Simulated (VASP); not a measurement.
# C (I4_122) in VASP: relaxation of cell and atoms with PBE

Aim: the relaxation of cell and atoms of C with PBE.

All numbers are computed with VASP 6.6.1; they aren't measurements. Logs are shortened: lines on timing, memory, paths and dates and some standing lists are left out, and cuts for length are marked.

## Step 1: The crystal as given

It takes space group I4_122 (No. 98, tetragonal). The conventional cell has a = 6.321 Å, b = 6.321 Å, c = 3.332 Å, α = 90.00°, β = 90.00°, γ = 90.00°. Around C (site symmetry 2) lie 3 C at 1.35 to 1.48 Å. C (site symmetry 2) is surrounded by 2 C at 1.48 Å.

The cell was built by a generator and needn't be a form met in nature.

## Step 2: Relaxation of cell and atoms, PBE

Contents of INCAR:

```
SYSTEM = C
PREC = Accurate
ENCUT = 600
EDIFF = 1E-6
ISMEAR = 0
SIGMA = 0.1
LREAL = .FALSE.
LASPH = .TRUE.
NELM = 100
ALGO = Fast
ISIF = 3
LWAVE = .FALSE.
LCHARG = .FALSE.
GGA = PE
IBRION = 2
NSW = 100
EDIFFG = -0.01
```

Contents of KPOINTS:

```
Automatic mesh
0
G
  12 12 12
  0 0 0
```

Contents of POSCAR:

```
C
1.0
   -3.1603231677      3.1603231677      1.6662291512
    3.1603231677     -3.1603231677      1.6662291512
    3.1603231677      3.1603231677     -1.6662291512
C
8
Direct
    0.7976709782      0.7976709782      0.0000000000
    0.5476709782      0.0476709782      0.5000000000
    0.6230576254      0.6230576254      0.2461152508
    0.3769423746      0.3769423746      0.7538847492
    0.3730576254      0.6269423746      0.5000000000
    0.1269423746      0.8730576254      0.5000000000
    0.2023290218      0.2023290218      0.0000000000
    0.9523290218      0.4523290218      0.5000000000
```

Potentials or basis: VASP PAW PBE potentials, release 64 (C).

Launch:

```sh
$ cat potpaw_PBE.64/C/POTCAR > POTCAR
$ mpirun -np 1 vasp_std > vasp.out
```

OUTCAR:

```text
SYSTEM = C
   PREC = Accurate
   ENCUT = 600
   EDIFF = 1E-6
   ISMEAR = 0
   LREAL = .FALSE.
   LASPH = .TRUE.
   NELM = 100
   ISIF = 3
   GGA = PE
   IBRION = 2
   NSW = 100
   EDIFFG = -0.01

 ion  position               nearest neighbor table
   1  0.798  0.798  0.000-   7 1.35   3 1.48   4 1.48   7 1.98
   2  0.548  0.048  0.500-   8 1.35   6 1.48   5 1.48   8 1.98
   3  0.623  0.623  0.246-   1 1.48   7 1.48   5 1.81   6 1.81
   4  0.377  0.377  0.754-   7 1.48   1 1.48   5 1.81   6 1.81
   5  0.373  0.627  0.500-   2 1.48   8 1.48   4 1.81   3 1.81
   6  0.127  0.873  0.500-   2 1.48   8 1.48   4 1.81   3 1.81
   7  0.202  0.202  0.000-   1 1.35   4 1.48   3 1.48   1 1.98
   8  0.952  0.452  0.500-   2 1.35   5 1.48   6 1.48   2 1.98

  LATTYP: Found a body centered tetragonal cell.
 ALAT       =     6.3206463354
 C/A-ratio  =     0.5272337868

  Lattice vectors:

 A1 = (  -3.1603231677,   3.1603231677,   1.6662291512)
 A2 = (   3.1603231677,  -3.1603231677,   1.6662291512)
 A3 = (   3.1603231677,   3.1603231677,  -1.6662291512)

Analysis of symmetry for initial positions (statically):
=====================================================================
 Subroutine PRICEL returns:
 Original cell was already a primitive cell.

 Routine SETGRP: Setting up the symmetry group for a
 body centered tetragonal supercell.

 Subroutine GETGRP returns: Found  8 space group operations
 (whereof  4 operations were pure point group operations)
 out of a pool of 16 trial point group operations.

The static configuration has the point symmetry D_2 .
 The point group associated with its full space group is D_4 .

Analysis of symmetry for dynamics (positions and initial velocities):
=====================================================================
 Subroutine PRICEL returns:
 Original cell was already a primitive cell.

 Routine SETGRP: Setting up the symmetry group for a
 body centered tetragonal supercell.

 Subroutine GETGRP returns: Found  8 space group operations
 (whereof  4 operations were pure point group operations)
 out of a pool of 16 trial point group operations.

The dynamic configuration has the point symmetry D_2 .
 The point group associated with its full space group is D_4 .

 Subroutine INISYM returns: Found  8 space group operations
 (whereof  4 operations are pure point group operations),
 and found     1 'primitive' translations

----------------------------------------------------------------------------------------

                                     Primitive cell

  volume of cell :      66.5668

  direct lattice vectors                    reciprocal lattice vectors
    -3.160323168  3.160323168  1.666229151     0.000000000  0.158211668  0.300078773
     3.160323168 -3.160323168  1.666229151     0.158211668  0.000000000  0.300078773
     3.160323168  3.160323168 -1.666229151     0.158211668  0.158211668  0.000000000

  length of vectors
     4.769864215  4.769864215  4.769864215     0.339231782  0.339231782  0.223745087

  position of ions in fractional coordinates (direct lattice)
     0.797670978  0.797670978  0.000000000
     0.547670978  0.047670978  0.500000000
     0.623057625  0.623057625  0.246115251
     0.376942375  0.376942375  0.753884749
     0.373057625  0.626942375  0.500000000
     0.126942375  0.873057625  0.500000000
     0.202329022  0.202329022  0.000000000
     0.952329022  0.452329022  0.500000000

  ion indices of the primitive-cell ions
   primitive index   ion index
                 1           1
                 2           2
                 3           3
                 4           4
                 5           5
                 6           6
                 7           7
                 8           8

----------------------------------------------------------------------------------------

 KPOINTS: Automatic mesh

Automatic generation of k-mesh.
 Grid dimensions read from file:
 generate k-points for:   12   12   12

 Generating k-lattice:

  Cartesian coordinates                     Fractional coordinates (reciprocal lattice)
     0.000000000  0.013184306  0.025006564     0.083333333  0.000000000  0.000000000
     0.013184306  0.000000000  0.025006564     0.000000000  0.083333333  0.000000000
     0.013184306  0.013184306  0.000000000     0.000000000  0.000000000  0.083333333

  Length of vectors
     0.028269315  0.028269315  0.018645424

  Shift w.r.t. Gamma in fractional coordinates (k-lattice)
     0.000000000  0.000000000  0.000000000

 Subroutine IBZKPT returns following result:
 ===========================================

 Found    163 irreducible k-points:

 Following reciprocal coordinates:
            Coordinates               Weight
  0.000000  0.000000  0.000000      1.000000
  0.083333  0.000000  0.000000      8.000000
  0.166667 -0.000000  0.000000      8.000000
  0.250000 -0.000000  0.000000      8.000000
  0.333333 -0.000000  0.000000      8.000000
  0.416667 -0.000000  0.000000      8.000000
[... 16 lines left out ...]
  0.500000  0.166667  0.000000     16.000000
 -0.416667  0.166667 -0.000000     16.000000
 [... further k-points ...]
   k-points           NKPTS =    163   k-points in BZ     NKDIM =    163   number of bands    NBANDS=     21
   number of dos      NEDOS =    301   number of ions     NIONS =      8
   total plane-waves  NPLWV =  64000
   dimension x,y,z NGX =    40 NGY =   40 NGZ =   40
   dimension x,y,z NGXF=    80 NGYF=   80 NGZF=   80
   ions per type =               8
   NGX,Y,Z   is equivalent  to a cutoff of  13.94, 13.94, 13.94 a.u.
   NGXF,Y,Z  is equivalent  to a cutoff of  27.88, 27.88, 27.88 a.u.
 SYSTEM =  C
   PREC   = accura    normal or accurate (medium, high low for compatibility)
   ISTART =      0    job   : 0-new  1-cont  2-samecut
   ICHARG =      2    charge: 1-file 2-atom 10-const
   ISPIN  =      1    spin polarized calculation?
   LNONCOLLINEAR =      F non collinear calculations
   LSORBIT =      F    spin-orbit coupling
   LASPH  =      T    aspherical Exc in radial PAW
   ENCUT  =  600.0 eV  44.10 Ry    6.64 a.u.   9.53  9.53  9.53*2*pi/ulx,y,z
   NELM   =    100;   NELMIN=  2; NELMDL= -5     # of ELM steps
   EDIFF  = 0.1E-05   stopping-criterion for ELM
   LREAL  =      F    real-space projection
   EDIFFG = -.1E-01   stopping-criterion for IOM
   NSW    =    100    number of steps for IOM
   IBRION =      2    ionic relax: 0-MD 1-quasi-New 2-CG
   NFREE  =      1    steps in history (QN), initial steepest desc. (CG)
   ISIF   =      3    stress and relaxation
   ISYM   =      2    0-nonsym 1-usesym 2-fastsym
   POTIM  = 0.5000    time-step for ionic-motion
   TEBEG  =    0.0;   TEEND  =   0.0 temperature during run
   PSTRESS=    0.0 pullay stress
   NELECT =      32.0000    total number of electrons
   NUPDOWN=      -1.0000    fix difference up-down
   EMIN   =  10.00;   EMAX   =-10.00  energy-range for DOS
   EFERMI =   0.00;   METHOD = LEGACY
   ISMEAR =     0;   SIGMA  =   0.10  broadening in eV -4-tet -1-fermi 0-gaus
   EFERMI_NEDOS =   21; number of points for ismear=-14 and -15
   IALGO  =     68    algorithm
   IMIX   =      4    mixing-type and parameters
     AMIX     =   0.40;   BMIX     =  1.00
     AMIX_MAG =   1.60;   BMIX_MAG =  1.00
  volume/ion in A,a.u.               =       8.32        56.15
  Fermi-wavevector in a.u.,A,eV,Ry     =   1.282446  2.423471 22.377046  1.644666
  Thomas-Fermi vector in A             =   2.414757
   LORBIT       =      0    0 simple, 1 ext, 2 COOP (PROOUT), +10 PAW based schemes
   GGA     = PE    functional components
   LHFCALC =     F    Hartree Fock is set to
   AEXX    =    0.0000 exact exchange contribution
   IVDW    =     0    specifies the selected vdW correction
   LEPSILON=     F    determine dielectric tensor
   LRPA    =     F    only Hartree local field effects (RPA)
 conjugate gradient relaxation of ions
 non-spin polarized calculation
 RMM-DIIS sequential band-by-band and
 Gauss-broadening in eV      SIGMA  =   0.10
  energy-cutoff  :      600.00
  volume of cell :       66.57
 maximum number of plane-waves:      2254
 NGX is ok and might be reduce to    40
   NGX = 19   NGY = 19   NGZ = 19

--------------------------------------- Ionic step        1  -------------------------------------------

 number of electron      32.0000000 magnetization

 Free energy of the ion-electron system (eV)
  ---------------------------------------------------
  ext. energy  EPLUGINS =         0.00000000
  ---------------------------------------------------
  free energy    TOTEN  =       -62.98696257 eV

  energy without entropy =      -62.98087233  energy(sigma->0) =      -62.98391745

------------------------ aborting loop because EDIFF is reached ----------------------------------------

  FORCE on cell =-STRESS in cart. coord.  units (eV):
  Direction    XX          YY          ZZ          XY          YZ          ZX
  --------------------------------------------------------------------------------------
  -------------------------------------------------------------------------------------
  Total       -0.0674737     -0.0674737      0.1556457      0.0000000      0.0000000      0.0000000
  in kB       -1.6240057     -1.6240057      3.7461909      0.0000000      0.0000000      0.0000000
  external PRESSURE =       0.1660598 kB  Pullay stress =       0.0000000 kB
[... 153 lines left out ...]
  energy  without entropy=      -62.9809557215  energy(sigma->0) =      -62.98399060

--------------------------------------- Ionic step        5  -------------------------------------------

 number of electron      32.0000000 magnetization

 Free energy of the ion-electron system (eV)
  ---------------------------------------------------
  ext. energy  EPLUGINS =         0.00000000
  ---------------------------------------------------
  free energy    TOTEN  =       -62.98703093 eV

  energy without entropy =      -62.98095039  energy(sigma->0) =      -62.98399066

 E-fermi :   5.6394     XC(G=0): -10.7816

 val. band max:        5.6328659689   @ k =   0.3333   0.1667   0.0833
 cond. band min:       5.6465956150   @ k =   0.4167   0.2500   0.0000
 fundamental gap:      0.0137296461
 Fermi energy:         5.6394358104

 k-point     1 :       0.0000    0.0000    0.0000
  band No.  band energies     occupation
      1     -14.6208      2.00000
      2     -12.5620      2.00000
      3      -7.3699      2.00000
      4      -7.3699      2.00000
      5      -5.5692      2.00000
      6      -5.5219      2.00000
[... 550 lines left out ...]
      5      -7.7468      2.00000
      6      -6.1229      2.00000
[... 13 lines left out ...]
     20      10.3465      0.00000
     21      11.5751      0.00000

 [... further k-points ...]

------------------------ aborting loop because EDIFF is reached ----------------------------------------

  FORCE on cell =-STRESS in cart. coord.  units (eV):
  Direction    XX          YY          ZZ          XY          YZ          ZX
  --------------------------------------------------------------------------------------
  -------------------------------------------------------------------------------------
  Total       -0.0282377     -0.0282377     -0.0522959      0.0000000      0.0000000      0.0000000
  in kB       -0.6797737     -0.6797737     -1.2589330      0.0000000      0.0000000      0.0000000
  external PRESSURE =      -0.8728268 kB  Pullay stress =       0.0000000 kB
[... 23 lines left out ...]
  FREE ENERGIE OF THE ION-ELECTRON SYSTEM (eV)
  ---------------------------------------------------
  free  energy   TOTEN  =       -62.9870309256 eV

  energy  without entropy=      -62.9809503879  energy(sigma->0) =      -62.98399066

 reached required accuracy - stopping structural energy minimisation
```

Run time: 5.3 min. Hardware: 1 thread of Intel Xeon 6975P-C (Granite Rapids), shared host; peak memory 0.37 GiB.

Results:

| Item | Value |
| --- | --- |
| Free energy | -62.9870 eV |
| Relaxed volume | 8.32 Å³/atom |
| Relaxed cell | a = 4.769 Å, b = 4.769 Å, c = 4.769 Å, α = 97.02°, β = 97.02°, γ = 139.08° |
| Space group after relaxing (to 0.05 Å) | I4_122 (No. 98) |
| Energy gained by relaxing | 0.0 meV/atom |
| Ionic steps | 5 |
| Pressure after relaxing | -0.1 GPa |
| Band gap on the k mesh | none (metal or under the smearing width) |

Forces on the atoms (eV/Å):
```
C    0.000  0.000 -0.003
C    0.000  0.000 -0.003
C    0.000  0.000  0.000
C    0.000  0.000  0.000
C    0.000  0.000  0.000
C    0.000  0.000  0.000
C    0.000  0.000  0.003
C    0.000  0.000  0.003
```

Final structure:
```
C
1.0
    -3.15936    3.15936    1.66693
     3.15936   -3.15936    1.66693
     3.15936    3.15936   -1.66693
C
8
Cartesian
  0.0000 0.0000 2.6591
  0.0000 3.1594 0.1587
  0.7778 0.7778 1.6669
  2.3816 2.3816 0.0000
  2.3816 0.7778 0.8335
  3.9371 -0.7778 0.8335
  0.0000 0.0000 0.6747
  0.0000 3.1594 1.5082
```

Levels at points of the mesh, in eV from the Fermi level:
| k point | band 14 | band 15 | band 16 | band 17 | band 18 | band 19 |
| --- | --- | --- | --- | --- | --- | --- |
| (0.00, 0.00, 0.00) | -3.68 | -0.17 | -0.17 | 2.89 | 2.89 | 4.15 |
| (0.50, 0.00, 0.00) | -3.13 | -2.28 | -2.23 | -0.50 | 1.63 | 2.84 |
| (0.50, 0.50, 0.00) | -2.43 | -1.99 | 0.35 | 1.65 | 3.37 | 4.24 |
| (0.50, 0.50, 0.50) | -4.97 | -3.97 | 2.11 | 2.11 | 2.20 | 2.67 |
